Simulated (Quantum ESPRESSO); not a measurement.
A calculation with Quantum ESPRESSO 7.5 of Pd (ASE script, structure from a CIF):

Contents of run.py:

```python
import numpy as np
from ase.calculators.espresso import Espresso, EspressoProfile
import spglib
from ase import Atoms
from ase.io import read

atoms = read('Pd.cif')
cell, pos, num = spglib.standardize_cell((atoms.cell[:], atoms.get_scaled_positions(), atoms.numbers), to_primitive=True, symprec=1e-4)
atoms = Atoms(numbers=num, cell=cell, scaled_positions=pos, pbc=True)

input_data = {
    'control': {'calculation': 'scf', 'prefix': 'pwscf', 'outdir': './tmp', 'tprnfor': True, 'tstress': True, 'disk_io': 'nowf'},
    'system': {'ecutwfc': 45.0, 'ecutrho': 360.0, 'nbnd': 14, 'occupations': 'smearing', 'smearing': 'fd', 'degauss': 0.00367493},
    'electrons': {'conv_thr': 2e-10, 'electron_maxstep': 120, 'mixing_beta': 0.5},
}
pseudopotentials = {'Pd': 'pd_pbesol_v1.4.uspp.F.UPF'}
profile = EspressoProfile(command='mpirun -n 2 pw.x -nk 2', pseudo_dir='pseudo')
dft = Espresso(profile=profile, input_data=input_data, pseudopotentials=pseudopotentials, kpts=(12, 12, 12), koffset=(0, 0, 0))
atoms.calc = dft

print(f'energy {atoms.get_potential_energy():.8f} eV')
print('forces (eV/A)')
print(np.round(atoms.get_forces(), 6))
print('stress (eV/A^3, Voigt)')
print(np.round(atoms.get_stress(), 8))
print(f'Fermi level {dft.get_fermi_level():.4f} eV')
```

Pd.cif

```cif
data_Pd
_cell_length_a 3.89300000
_cell_length_b 3.89300000
_cell_length_c 3.89300000
_cell_angle_alpha 90.00000000
_cell_angle_beta 90.00000000
_cell_angle_gamma 90.00000000
_space_group_name_H-M_alt 'Fm-3m'
_space_group_name_Hall '-F 4 2 3'
_space_group_IT_number 225
loop_
_space_group_symop_operation_xyz
'x,y,z'
'-x,-y,-z'
'-y,x,z'
'y,-x,-z'
'-x,-y,z'
'x,y,-z'
'y,-x,z'
'-y,x,-z'
'x,-y,-z'
'-x,y,z'
'-y,-x,-z'
'y,x,z'
'-x,y,-z'
'x,-y,z'
'y,x,-z'
'-y,-x,z'
'z,x,y'
'-z,-x,-y'
'z,-y,x'
'-z,y,-x'
'z,-x,-y'
'-z,x,y'
'z,y,-x'
'-z,-y,x'
'-z,x,-y'
'z,-x,y'
'-z,-y,-x'
'z,y,x'
'-z,-x,y'
'z,x,-y'
'-z,y,x'
'z,-y,-x'
'y,z,x'
'-y,-z,-x'
'x,z,-y'
'-x,-z,y'
'-y,z,-x'
'y,-z,x'
'-x,z,y'
'x,-z,-y'
'-y,-z,x'
'y,z,-x'
'-x,-z,-y'
'x,z,y'
'y,-z,-x'
'-y,z,x'
'x,-z,y'
'-x,z,-y'
'x,y+1/2,z+1/2'
'-x,-y+1/2,-z+1/2'
'-y,x+1/2,z+1/2'
'y,-x+1/2,-z+1/2'
'-x,-y+1/2,z+1/2'
'x,y+1/2,-z+1/2'
'y,-x+1/2,z+1/2'
'-y,x+1/2,-z+1/2'
'x,-y+1/2,-z+1/2'
'-x,y+1/2,z+1/2'
'-y,-x+1/2,-z+1/2'
'y,x+1/2,z+1/2'
[... 40 lines left out ...]
'-x+1/2,-y,z+1/2'
'x+1/2,y,-z+1/2'
'y+1/2,-x,z+1/2'
'-y+1/2,x,-z+1/2'
'x+1/2,-y,-z+1/2'
'-x+1/2,y,z+1/2'
'-y+1/2,-x,-z+1/2'
'y+1/2,x,z+1/2'
'-x+1/2,y,-z+1/2'
'x+1/2,-y,z+1/2'
'y+1/2,x,-z+1/2'
'-y+1/2,-x,z+1/2'
'z+1/2,x,y+1/2'
'-z+1/2,-x,-y+1/2'
'z+1/2,-y,x+1/2'
'-z+1/2,y,-x+1/2'
'z+1/2,-x,-y+1/2'
'-z+1/2,x,y+1/2'
'z+1/2,y,-x+1/2'
'-z+1/2,-y,x+1/2'
'-z+1/2,x,-y+1/2'
'z+1/2,-x,y+1/2'
'-z+1/2,-y,-x+1/2'
'z+1/2,y,x+1/2'
'-z+1/2,-x,y+1/2'
'z+1/2,x,-y+1/2'
'-z+1/2,y,x+1/2'
'z+1/2,-y,-x+1/2'
'y+1/2,z,x+1/2'
'-y+1/2,-z,-x+1/2'
'x+1/2,z,-y+1/2'
'-x+1/2,-z,y+1/2'
'-y+1/2,z,-x+1/2'
'y+1/2,-z,x+1/2'
'-x+1/2,z,y+1/2'
'x+1/2,-z,-y+1/2'
'-y+1/2,-z,x+1/2'
'y+1/2,z,-x+1/2'
'-x+1/2,-z,-y+1/2'
'x+1/2,z,y+1/2'
'y+1/2,-z,-x+1/2'
'-y+1/2,z,x+1/2'
'x+1/2,-z,y+1/2'
'-x+1/2,z,-y+1/2'
'x+1/2,y+1/2,z'
'-x+1/2,-y+1/2,-z'
'-y+1/2,x+1/2,z'
'y+1/2,-x+1/2,-z'
'-x+1/2,-y+1/2,z'
'x+1/2,y+1/2,-z'
'y+1/2,-x+1/2,z'
'-y+1/2,x+1/2,-z'
'x+1/2,-y+1/2,-z'
'-x+1/2,y+1/2,z'
'-y+1/2,-x+1/2,-z'
'y+1/2,x+1/2,z'
'-x+1/2,y+1/2,-z'
'x+1/2,-y+1/2,z'
'y+1/2,x+1/2,-z'
'-y+1/2,-x+1/2,z'
'z+1/2,x+1/2,y'
'-z+1/2,-x+1/2,-y'
'z+1/2,-y+1/2,x'
'-z+1/2,y+1/2,-x'
'z+1/2,-x+1/2,-y'
'-z+1/2,x+1/2,y'
'z+1/2,y+1/2,-x'
'-z+1/2,-y+1/2,x'
'-z+1/2,x+1/2,-y'
'z+1/2,-x+1/2,y'
'-z+1/2,-y+1/2,-x'
'z+1/2,y+1/2,x'
'-z+1/2,-x+1/2,y'
'z+1/2,x+1/2,-y'
'-z+1/2,y+1/2,x'
'z+1/2,-y+1/2,-x'
'y+1/2,z+1/2,x'
'-y+1/2,-z+1/2,-x'
'x+1/2,z+1/2,-y'
'-x+1/2,-z+1/2,y'
'-y+1/2,z+1/2,-x'
'y+1/2,-z+1/2,x'
'-x+1/2,z+1/2,y'
'x+1/2,-z+1/2,-y'
'-y+1/2,-z+1/2,x'
'y+1/2,z+1/2,-x'
'-x+1/2,-z+1/2,-y'
'x+1/2,z+1/2,y'
'y+1/2,-z+1/2,-x'
'-y+1/2,z+1/2,x'
'x+1/2,-z+1/2,y'
'-x+1/2,z+1/2,-y'
loop_
_atom_site_label
_atom_site_type_symbol
_atom_site_symmetry_multiplicity
_atom_site_Wyckoff_symbol
_atom_site_fract_x
_atom_site_fract_y
_atom_site_fract_z
_atom_site_occupancy
Pd1 Pd 4 a 0.0000000000 0.0000000000 0.0000000000 1
```

Potentials or basis: GBRV 1.5 PBEsol.

Command:

```console
$ OMP_NUM_THREADS=1 python run.py
```

Problem. Write the same calculation in another form: native input, structure typed inline.

Solution. As run:

pw.in

```
&CONTROL
  calculation = 'scf'
  prefix = 'pwscf'
  outdir = './tmp'
  pseudo_dir = './pseudo'
  tprnfor = .true.
  tstress = .true.
  disk_io = 'low'
/
&SYSTEM
  ibrav = 0
  nat = 1
  ntyp = 1
  ecutwfc = 45
  ecutrho = 360
  nbnd = 14
  occupations = 'smearing'
  smearing = 'fd'
  degauss = 0.00367493
/
&ELECTRONS
  conv_thr = 2d-10
  electron_maxstep = 120
  mixing_beta = 0.5
/
ATOMIC_SPECIES
Pd   106.4200 pd_pbesol_v1.4.uspp.F.UPF
CELL_PARAMETERS angstrom
   0.0000000000    1.9465000000    1.9465000000
   1.9465000000    0.0000000000    1.9465000000
   1.9465000000    1.9465000000    0.0000000000
ATOMIC_POSITIONS crystal
Pd     0.0000000000    0.0000000000    0.0000000000
K_POINTS automatic
12 12 12 0 0 0
```

Contents of pp_density.in:

```
&INPUTPP
  prefix = 'pwscf'
  outdir = './tmp'
  filplot = 'density.dat'
  plot_num = 0
/
&PLOT
  nfile = 1
  filepp(1) = 'density.dat'
  iflag = 3
  output_format = 6
  fileout = 'density.cube'
/
```

pp_potential.in

```
&INPUTPP
  prefix = 'pwscf'
  outdir = './tmp'
  filplot = 'potential.dat'
  plot_num = 11
/
&PLOT
  nfile = 1
  filepp(1) = 'potential.dat'
  iflag = 3
  output_format = 6
  fileout = 'potential.cube'
/
```

Potentials or basis: GBRV 1.5 PBEsol.

Launch:

```bash
$ OMP_NUM_THREADS=1 mpirun -n 2 pw.x -nk 2 -in pw.in > pw.out
$ OMP_NUM_THREADS=1 mpirun -n 1 pp.x -in pp_density.in > pp_density.out
$ OMP_NUM_THREADS=1 mpirun -n 1 pp.x -in pp_potential.in > pp_potential.out
```

Both were run:

|  | ASE script, structure from a CIF | native input, structure typed inline |
| --- | --- | --- |
| Pressure | -2.4 GPa | -2.4 GPa |
| Band gap on the k mesh | none (metal or under the smearing width) | none (metal or under the smearing width) |

Keys that steer only the numerical path or the files written may differ.
